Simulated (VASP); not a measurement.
# La (Im-3m) in VASP: density of states with PBE

Aim: the density of states of La with PBE.

Program: VASP 6.6.1. These are calculated values, not measurements. Logs are shortened: lines on timing, memory, paths and dates and some standing lists are left out, and cuts for length are marked.

## (1) Starting point

The structure is cubic, space group Im-3m (No. 229). Conventional cell: a = 4.220 Å, b = 4.220 Å, c = 4.220 Å, α = 90.00°, β = 90.00°, γ = 90.00°. Around La (site symmetry m-3m) lie 8 La at 3.65 Å.

The cell was built by a generator and needn't be a form met in nature.

## (2) Density of states, PBE

POSCAR

```
La
1.0
   -2.1097556505      2.1097556505      2.1097556505
    2.1097556505     -2.1097556505      2.1097556505
    2.1097556505      2.1097556505     -2.1097556505
La
1
Direct
    0.0000000000      0.0000000000      0.0000000000
```

INCAR.step1

```
PREC = Accurate ; ENCUT = 520
EDIFF = 1E-6 ; ISMEAR = 0
SIGMA = 0.05 ; LREAL = False
LASPH = True ; NELM = 100
ALGO = Fast ; ISIF = 2
LWAVE = False ; LCHARG = True
LMAXMIX = 6 ; GGA = PE
NBANDS = 12
```

KPOINTS.step1

```
Automatic mesh
0
Gamma
  14 14 14
```

INCAR.step2

```
PREC = Accurate ; ENCUT = 520
EDIFF = 1E-6 ; ISMEAR = -5
SIGMA = 0.05 ; LREAL = False
LASPH = True ; NELM = 100
ALGO = Fast ; ISIF = 2
LWAVE = False ; LCHARG = False
LMAXMIX = 6 ; GGA = PE
LORBIT = 11 ; NEDOS = 1001
ICHARG = 11
```

KPOINTS.step2

```
Automatic mesh
0
Gamma
  21 21 21
```

Potentials or basis: VASP PAW PBE potentials, release 64 (La).

The run is started by

```console
cat potpaw_PBE.64/La/POTCAR > POTCAR
cp INCAR.step1 INCAR
cp KPOINTS.step1 KPOINTS
mpirun -np 1 vasp_std > vasp.out
cp INCAR.step2 INCAR
cp KPOINTS.step2 KPOINTS
mpirun -np 1 vasp_std > vasp.out
```

OUTCAR:

```text
PREC = Accurate
   ENCUT = 520
   EDIFF = 1E-6
   ISMEAR = -5
   LREAL = False
   LASPH = True
   NELM = 100
   ISIF = 2
   GGA = PE
   LORBIT = 11
   ICHARG = 11

 ion  position               nearest neighbor table
   1  0.000  0.000  0.000-

  LATTYP: Found a body centered cubic cell.
 ALAT       =     4.2195113010

  Lattice vectors:

 A1 = (  -2.1097556505,   2.1097556505,   2.1097556505)
 A2 = (   2.1097556505,  -2.1097556505,   2.1097556505)
 A3 = (   2.1097556505,   2.1097556505,  -2.1097556505)

Analysis of symmetry for initial positions (statically):
=====================================================================
 Subroutine PRICEL returns:
 Original cell was already a primitive cell.

 Routine SETGRP: Setting up the symmetry group for a
 body centered cubic supercell.

 Subroutine GETGRP returns: Found 48 space group operations
 (whereof 48 operations were pure point group operations)
 out of a pool of 48 trial point group operations.

The static configuration has the point symmetry O_h .

Analysis of symmetry for dynamics (positions and initial velocities):
=====================================================================
 Subroutine PRICEL returns:
 Original cell was already a primitive cell.

 Routine SETGRP: Setting up the symmetry group for a
 body centered cubic supercell.

 Subroutine GETGRP returns: Found 48 space group operations
 (whereof 48 operations were pure point group operations)
 out of a pool of 48 trial point group operations.

The dynamic configuration has the point symmetry O_h .

 Subroutine INISYM returns: Found 48 space group operations
 (whereof 48 operations are pure point group operations),
 and found     1 'primitive' translations

----------------------------------------------------------------------------------------

                                     Primitive cell

  volume of cell :      37.5627

  direct lattice vectors                    reciprocal lattice vectors
    -2.109755650  2.109755650  2.109755650     0.000000000  0.236994270  0.236994270
     2.109755650 -2.109755650  2.109755650     0.236994270  0.000000000  0.236994270
     2.109755650  2.109755650 -2.109755650     0.236994270  0.236994270  0.000000000

  length of vectors
     3.654203978  3.654203978  3.654203978     0.335160511  0.335160511  0.335160511

  position of ions in fractional coordinates (direct lattice)
     0.000000000  0.000000000  0.000000000

  ion indices of the primitive-cell ions
   primitive index   ion index
                 1           1

----------------------------------------------------------------------------------------

 KPOINTS: Automatic mesh

Automatic generation of k-mesh.
 Grid dimensions read from file:
 generate k-points for:   21   21   21

 Generating k-lattice:

  Cartesian coordinates                     Fractional coordinates (reciprocal lattice)
     0.000000000  0.011285441  0.011285441     0.047619048  0.000000000  0.000000000
     0.011285441  0.000000000  0.011285441     0.000000000  0.047619048  0.000000000
     0.011285441  0.011285441  0.000000000     0.000000000  0.000000000  0.047619048

  Length of vectors
     0.015960024  0.015960024  0.015960024

  Shift w.r.t. Gamma in fractional coordinates (k-lattice)
     0.000000000  0.000000000  0.000000000

 TETIRR: Found  10986 inequivalent tetrahedra from    55566

 Subroutine IBZKPT returns following result:
 ===========================================

 Found    286 irreducible k-points:

 Following reciprocal coordinates:
            Coordinates               Weight
  0.000000  0.000000  0.000000      1.000000
  0.047619  0.000000  0.000000     12.000000
  0.095238  0.000000  0.000000     12.000000
  0.142857  0.000000  0.000000     12.000000
  0.190476  0.000000  0.000000     12.000000
  0.238095  0.000000  0.000000     12.000000
[... 16 lines left out ...]
  0.142857  0.095238  0.000000     48.000000
  0.190476  0.095238  0.000000     48.000000
 [... further k-points ...]
   k-points           NKPTS =    286   k-points in BZ     NKDIM =    286   number of bands    NBANDS=      9
   number of dos      NEDOS =   1001   number of ions     NIONS =      1
   total plane-waves  NPLWV =  21952
   dimension x,y,z NGX =    28 NGY =   28 NGZ =   28
   dimension x,y,z NGXF=    56 NGYF=   56 NGZF=   56
   ions per type =               1
   NGX,Y,Z   is equivalent  to a cutoff of  12.74, 12.74, 12.74 a.u.
   NGXF,Y,Z  is equivalent  to a cutoff of  25.48, 25.48, 25.48 a.u.
 SYSTEM =  unknown system
   PREC   = accura    normal or accurate (medium, high low for compatibility)
   ISTART =      0    job   : 0-new  1-cont  2-samecut
   ICHARG =     11    charge: 1-file 2-atom 10-const
   ISPIN  =      1    spin polarized calculation?
   LNONCOLLINEAR =      F non collinear calculations
   LSORBIT =      F    spin-orbit coupling
   LASPH  =      T    aspherical Exc in radial PAW
   ENCUT  =  520.0 eV  38.22 Ry    6.18 a.u.   6.79  6.79  6.79*2*pi/ulx,y,z
   NELM   =    100;   NELMIN=  2; NELMDL=  0     # of ELM steps
   EDIFF  = 0.1E-05   stopping-criterion for ELM
   LREAL  =      F    real-space projection
[... 7 lines left out ...]
   TEBEG  =    0.0;   TEEND  =   0.0 temperature during run
   PSTRESS=    0.0 pullay stress
   NELECT =      11.0000    total number of electrons
   NUPDOWN=      -1.0000    fix difference up-down
   EMIN   =  10.00;   EMAX   =-10.00  energy-range for DOS
   EFERMI =   0.00;   METHOD = LEGACY
   ISMEAR =    -5;   SIGMA  =   0.05  broadening in eV -4-tet -1-fermi 0-gaus
   EFERMI_NEDOS =   21; number of points for ismear=-14 and -15
   IALGO  =     68    algorithm
   IMIX   =      4    mixing-type and parameters
     AMIX     =   0.40;   BMIX     =  1.00
     AMIX_MAG =   1.60;   BMIX_MAG =  1.00
  volume/ion in A,a.u.               =      37.56       253.49
  Fermi-wavevector in a.u.,A,eV,Ry     =   1.087144  2.054403 16.080469  1.181881
  Thomas-Fermi vector in A             =   2.223296
   LORBIT       =     11    0 simple, 1 ext, 2 COOP (PROOUT), +10 PAW based schemes
   GGA     = PE    functional components
   LHFCALC =     F    Hartree Fock is set to
   AEXX    =    0.0000 exact exchange contribution
   IVDW    =     0    specifies the selected vdW correction
   LEPSILON=     F    determine dielectric tensor
   LRPA    =     F    only Hartree local field effects (RPA)
 non-spin polarized calculation
 RMM-DIIS sequential band-by-band and
 Fermi weights with tetrahedron method with Bloechl corrections
  energy-cutoff  :      520.00
  volume of cell :       37.56
 maximum number of plane-waves:      1036

 number of electron      11.0000000 magnetization

 Free energy of the ion-electron system (eV)
  ---------------------------------------------------
  ext. energy  EPLUGINS =         0.00000000
  ---------------------------------------------------
  free energy    TOTEN  =        -4.75325980 eV

  energy without entropy =       -4.75325980  energy(sigma->0) =       -4.75325980

 E-fermi :   7.7534     XC(G=0):  -9.5154

 val. band max:        7.8014936908   @ k =  -0.4286  -0.4286   0.1429
 cond. band min:       7.7105728781   @ k =  -0.3810  -0.3810   0.1429
 fundamental gap:     -0.0909208127
 Fermi energy:         7.7534330930

 k-point     1 :       0.0000    0.0000    0.0000
  band No.  band energies     occupation
      1     -25.1528      2.00000
      2      -8.1585      2.00000
      3      -8.1585      2.00000
      4      -8.1585      2.00000
      5       4.5691      2.00000
      6       9.2303      0.00000
      7       9.2489      0.00000
      8       9.2492      0.00000
      9       9.2492      0.00000

 k-point     2 :       0.0476    0.0000    0.0000
  band No.  band energies     occupation
      1     -25.1486      2.00000
      2      -8.1922      2.00000
      3      -8.1683      2.00000
      4      -8.1589      2.00000
      5       4.6408      2.00000
      6       9.0558      0.00000
      7       9.0636      0.00000
      8       9.2467      0.00000
      9       9.3901      0.00000

 k-point     3 :       0.0952    0.0000    0.0000
  band No.  band energies     occupation
      1     -25.1360      2.00000
      2      -8.2890      2.00000
      3      -8.1967      2.00000
      4      -8.1601      2.00000
      5       4.8470      2.00000
      6       8.8447      0.00000
      7       8.8471      0.00000
      8       9.2393      0.00000
      9       9.3244      0.00000

 k-point     4 :       0.1429    0.0000    0.0000
  band No.  band energies     occupation
      1     -25.1162      2.00000
      2      -8.4367      2.00000
      3      -8.2407      2.00000
      4      -8.1619      2.00000
      5       5.1599      2.00000
      6       8.6227      0.00000
      7       8.6262      0.00000
      8       9.2310      0.00000
      9       9.4860      0.00000
[... 205 lines left out ...]
 k-point    22 :       0.0952    0.0952    0.0000
  band No.  band energies     occupation
      1     -25.1050      2.00000
      2      -8.5152      2.00000
      3      -8.2409      2.00000
      4      -8.1910      2.00000
      5       5.3395      2.00000
      6       8.4926      0.00000
      7       8.5367      0.00000
      8       9.2294      0.00000
      9       9.4522      0.00000

 k-point    23 :       0.1429    0.0952    0.0000
  band No.  band energies     occupation
      1     -25.0807      2.00000
      2      -8.6781      2.00000
      3      -8.2946      2.00000
      4      -8.2016      2.00000
      5       5.6986      2.00000
      6       8.2836      0.00000
      7       8.3678      0.00000
      8       9.2291      0.00000
      9       9.5172      0.00000

 k-point    24 :       0.1905    0.0952    0.0000
  band No.  band energies     occupation
      1     -25.0531      2.00000
      2      -8.8532      2.00000
      3      -8.3622      2.00000
      4      -8.2077      2.00000
      5       6.0426      2.00000
      6       8.1099      0.00000
      7       8.2518      0.00000
      8       9.2385      0.00000
      9       9.5733      0.00000

 [... further k-points ...]

------------------------ aborting loop because EDIFF is reached ----------------------------------------

  FORCE on cell =-STRESS in cart. coord.  units (eV):
  Direction    XX          YY          ZZ          XY          YZ          ZX
  --------------------------------------------------------------------------------------
  -------------------------------------------------------------------------------------
  Total        0.0008227      0.0008227      0.0008227      0.0000000     -0.0000000      0.0000000
  in kB        0.0350894      0.0350894      0.0350894      0.0000000     -0.0000000      0.0000000
  external PRESSURE =       0.0350894 kB  Pullay stress =       0.0000000 kB

 VOLUME and BASIS-vectors are now :
 -----------------------------------------------------------------------------
  energy-cutoff  :      520.00
  volume of cell :       37.56
      direct lattice vectors                 reciprocal lattice vectors
    -2.109755650  2.109755650  2.109755650     0.000000000  0.236994270  0.236994270
     2.109755650 -2.109755650  2.109755650     0.236994270  0.000000000  0.236994270
     2.109755650  2.109755650 -2.109755650     0.236994270  0.236994270  0.000000000

 POSITION                                       TOTAL-FORCE (eV/Angst)
 -----------------------------------------------------------------------------------
      0.00000      0.00000      0.00000        -0.000000     -0.000000      0.000000
 -----------------------------------------------------------------------------------
    total drift:                               -0.000000      0.000000      0.000000

  FREE ENERGIE OF THE ION-ELECTRON SYSTEM (eV)
  ---------------------------------------------------
  free  energy   TOTEN  =        -4.7532598021 eV

  energy  without entropy=       -4.7532598021  energy(sigma->0) =       -4.75325980

 total charge

# of ion       s       p       d       f       tot
--------------------------------------------------
    1        2.065   5.558   0.887   0.076   8.586
```

Wall time 3.9 min (1 thread of AMD EPYC 7R13 (Zen 3), shared host); peak memory 0.24 GiB.

What came out:

| Property | Result |
| --- | --- |
| Valence electrons inside the program's atomic spheres | La 8.59 |

States per cell in windows of 1 eV (zero at the Fermi level; states under -8 eV left out):
| from (eV) | total | La1_f | La1_d | La1_p | La1_s |
| --- | --- | --- | --- | --- | --- |
| -8.0 | 0.00 | 0.00 | 0.00 | 0.00 | 0.00 |
| -7.0 | 0.00 | 0.00 | 0.00 | 0.00 | 0.00 |
| -6.0 | 0.00 | 0.00 | 0.00 | 0.00 | 0.00 |
| -5.0 | 0.00 | 0.00 | 0.00 | 0.00 | 0.00 |
| -4.0 | 0.00 | 0.00 | 0.00 | 0.00 | 0.00 |
| -3.0 | 0.11 | 0.00 | 0.00 | 0.00 | 0.02 |
| -2.0 | 1.22 | 0.01 | 0.30 | 0.03 | 0.07 |
| -1.0 | 1.69 | 0.06 | 0.59 | 0.05 | 0.03 |
| 0.0 | 2.40 | 0.37 | 0.79 | 0.08 | 0.02 |
| 1.0 | 4.62 | 3.55 | 0.31 | 0.04 | 0.01 |
| 2.0 | 0.03 | 0.03 | 0.00 | 0.00 | 0.00 |

Caveat: tetrahedron occupations give inexact forces and stress in metals. Spin-orbit coupling is left out, which matters for the levels of La.
